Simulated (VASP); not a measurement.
## SrO (strained rocksalt), r²SCAN single-point calculation: Ansatz's output and VASP's

```
Sr O
1.0
     0.00000    2.47670    2.47670
     2.47670    0.00000    2.47670
     2.47670    2.47670    0.00000
Sr O
1 1
Direct
  0.00000 0.00000 0.00000
  0.50000 0.50000 0.50000
```

Ansatz printed

```
SCF 1 converged in 7 iterations: F = -4126.888702 eV  dr2 = 2.04e-8
  greatest PAW one-centre occupation: 0.989 electrons in one spin orbital (limit 2), on the Sr atom at site 0 (counted from 0), in its partial waves of l = 0
NSCF: frozen V_eff on 7 k-points
SCF converged after 7 iterations
Free energy (F): -4126.888702 eV
Harris-Foulkes:  -4126.888702 eV  (|F-HF|=1.48e-8)
Internal energy: -4126.888702 eV  (E = F + TS)
E sigma→0 (E₀):  -4126.888702 eV
Fermi energy:    8.936172 eV
--- Per-component energies (eV) ---
  E_band       = -45.995378
  E_kinetic    = 429.452535
  E_local      = -811.731703  (includes V_loc(G=0)·N_el)
  E_nonlocal   = 249.612939
  E_hartree    = 218.720214
  E_xc         = -240.736498
  E_vxc        = -288.681819  (∫ρ·V_xc dr)
  E_paw        = -2875.630813  (= ΣΔE_a)
  E_vpaw       = -78.458264  (= ΣTr[D̂ρ^β])
  E_aug_tail   = 0.001000  (compensation charges beyond the density's cutoff)
  E_vtau       = 16.371927  (kinetic-family band-sum trace: ∫τ·v_τ [+ j·A + Jᵃ·Aᵃ] dr)
  E_ewald      = -1096.398399
  E_core_change = -0.177977  (= ΣΔE_core)
  E_smearing   = -0.000000  (= −TS)
  E_closure    = -0.000000  (closes the sum)
  Σ components = -4126.888702   (vs F -4126.888702, Δ=0.00e0)
--- Forces (eV/Å), atoms counted from 1 ---
  atom   1  Sr    -0.00000000     0.00000000    -0.00000000
  atom   2  O      0.00000000    -0.00000000     0.00000000
  max |Σ_I F_I| component: 2.75e-29 eV/Å
--- Stress (GPa, compression-positive) ---
       15.077982       0.000000      -0.000000
        0.000000      15.077982      -0.000000
        0.000000      -0.000000      15.077982
  P = ⅓ Tr σ = 15.0780 GPa (150.780 kbar)
--- Band table (eV; the first three rows and the last of 29) ---
  k-point 0: bands = ["-24.0529", "-7.2238", "-4.9249", "-4.9249", "-4.9249", "8.9074", "8.9074", "8.9074", "14.4862", "15.9968", "15.9968", "15.9968"]
  k-point 1: bands = ["-24.0198", "-7.5395", "-4.9393", "-4.9393", "-4.6864", "8.4572", "8.6748", "8.6748", "15.2115", "15.8151", "16.3465", "16.3465"]
  k-point 2: bands = ["-23.9387", "-8.1444", "-4.9736", "-4.9736", "-4.2689", "7.5846", "8.1740", "8.1740", "15.7897", "16.8286", "17.3061", "17.3061"]
  k-point 28: bands = ["-23.7528", "-7.9217", "-5.8782", "-5.8782", "-4.4548", "7.6409", "8.6623", "8.6623", "15.8105", "15.8105", "19.2083", "21.6795"]
```

Datasets and cutoffs are each program's own. VASP's cell holds 16 valence electrons and Ansatz's 16. Ansatz's stress includes a Pulay correction; VASP's doesn't.

Task: What does VASP give for the same cell and level of theory?

Result: gap between bands v and c 3.64 eV; least direct gap 3.64 eV; pressure 16.0 GPa.

From OUTCAR

```
k-points           NKPTS =     29   k-points in BZ     NKDIM =     29   number of bands    NBANDS=     15

   NELECT =      16.0000    total number of electrons

   dimension x,y,z NGX =    28 NGY =   28 NGZ =   28
   dimension x,y,z NGXF=    56 NGYF=   56 NGZF=   56

  energy-cutoff  :      520.00
  volume of cell :       30.38
      direct lattice vectors                 reciprocal lattice vectors
     0.000000000  2.476696633  2.476696633    -0.201881810  0.201881810  0.201881810
     2.476696633  0.000000000  2.476696633     0.201881810 -0.201881810  0.201881810
     2.476696633  2.476696633  0.000000000     0.201881810  0.201881810 -0.201881810

 k-points in reciprocal lattice and weights: KPOINTS created by Atomic Simulation Env
   0.00000000  0.00000000  0.00000000       0.002
   0.12500000  0.00000000  0.00000000       0.016
   0.25000000  0.00000000  0.00000000       0.016
   0.37500000  0.00000000  0.00000000       0.016
   0.50000000  0.00000000  0.00000000       0.008
   0.12500000  0.12500000  0.00000000       0.012
   0.25000000  0.12500000  0.00000000       0.047
   0.37500000  0.12500000  0.00000000       0.047
   ...

 E-fermi :   1.9716

 k-point     1 :       0.0000    0.0000    0.0000
  band No.  band energies     occupation
      1     -31.2010      2.00000
      2     -14.2590      2.00000
      3     -12.0771      2.00000
      4     -12.0771      2.00000
      5     -12.0771      2.00000
      6       1.9043      2.00000
      7       1.9043      2.00000
      8       1.9043      2.00000
      9       7.4665      0.00000
     10       8.9178      0.00000
     11       8.9178      0.00000
     12       8.9178      0.00000
     13      11.5071      0.00000
     14      11.5071      0.00000
     15      15.7830      0.00000

 k-point     2 :       0.1250    0.0000    0.0000
  band No.  band energies     occupation
      1     -31.1682      2.00000
      2     -14.5866      2.00000
      3     -12.0916      2.00000
      4     -12.0916      2.00000
      5     -11.8242      2.00000
      6       1.4480      2.00000
      7       1.6640      2.00000
      8       1.6640      2.00000
      9       8.1915      0.00000
     10       8.7554      0.00000
     11       9.2720      0.00000
     12       9.2720      0.00000
     13      12.0067      0.00000
     14      12.0067      0.00000
     15      16.9316      0.00000

 k-point     3 :       0.2500    0.0000    0.0000
  band No.  band energies     occupation
      1     -31.0878      2.00000
      2     -15.2042      2.00000
      3     -12.1259      2.00000
      4     -12.1259      2.00000
      5     -11.3889      2.00000
      6       0.5628      2.00000
      7       1.1487      2.00000
      8       1.1487      2.00000
      9       8.7493      0.00000
     10       9.8122      0.00000
     11      10.2396      0.00000
     12      10.2396      0.00000
     13      13.2451      0.00000
     14      13.2451      0.00000
     15      19.3107      0.00000

 k-point     4 :       0.3750    0.0000    0.0000
  band No.  band energies     occupation
      1     -31.0055      2.00000
      2     -15.7059      2.00000
      3     -12.1594      2.00000
      4     -12.1594      2.00000
      5     -11.0704      2.00000
      6      -0.1617      2.00000
      7       0.7001      2.00000
      8       0.7001      2.00000
      9       9.1877      0.00000
     10      11.3629      0.00000
     11      11.4472      0.00000
     12      11.4472      0.00000
     13      14.7442      0.00000
     14      14.7442      0.00000
     15      19.8343      0.00000

 k-point     5 :       0.5000    0.0000    0.0000
  band No.  band energies     occupation
      1     -30.9708      2.00000
      2     -15.8943      2.00000
      3     -12.1730      2.00000
      4     -12.1730      2.00000
      5     -10.9582      2.00000
      6      -0.4331      2.00000
      7       0.5292      2.00000
      8       0.5292      2.00000
      9       9.5209      0.00000
     10      11.9572      0.00000
     11      12.0555      0.00000
     12      12.0555      0.00000
     13      15.7321      0.00000
     14      15.7321      0.00000
     15      19.5113      0.00000

 k-point     6 :       0.1250    0.1250    0.0000
  band No.  band energies     occupation
      1     -31.1576      2.00000
      2     -14.6238      2.00000
      3     -12.1544      2.00000
      4     -12.1544      2.00000
      5     -11.7292      2.00000
      6       1.0512      2.00000
      7       1.8379      2.00000
      8       1.8379      2.00000
      9       8.1243      0.00000
     10       8.2453      0.00000
     11       9.6886      0.00000
     12       9.6886      0.00000
     13      11.7510      0.00000
     14      12.5371      0.00000
     15      17.2637      0.00000

 ...

  Total        3.0371739      3.0371739      3.0371739      0.0000000      0.0000000      0.0000000
  in kB      160.1517928    160.1517928    160.1517928      0.0000000      0.0000000      0.0000000
  external PRESSURE =     160.1517928 kB  Pullay stress =       0.0000000 kB

 POSITION                                       TOTAL-FORCE (eV/Angst)
 -----------------------------------------------------------------------------------
      0.00000      0.00000      0.00000        -0.000000     -0.000000      0.000000
      2.47670      2.47670      2.47670         0.000000      0.000000     -0.000000
 -----------------------------------------------------------------------------------
    total drift:                                0.000000      0.000000      0.000000

  FREE ENERGIE OF THE ION-ELECTRON SYSTEM (eV)
  ---------------------------------------------------
  free  energy   TOTEN  =       -26.8681259109 eV

  energy  without entropy=      -26.8681259109  energy(sigma->0) =      -26.86812591
```
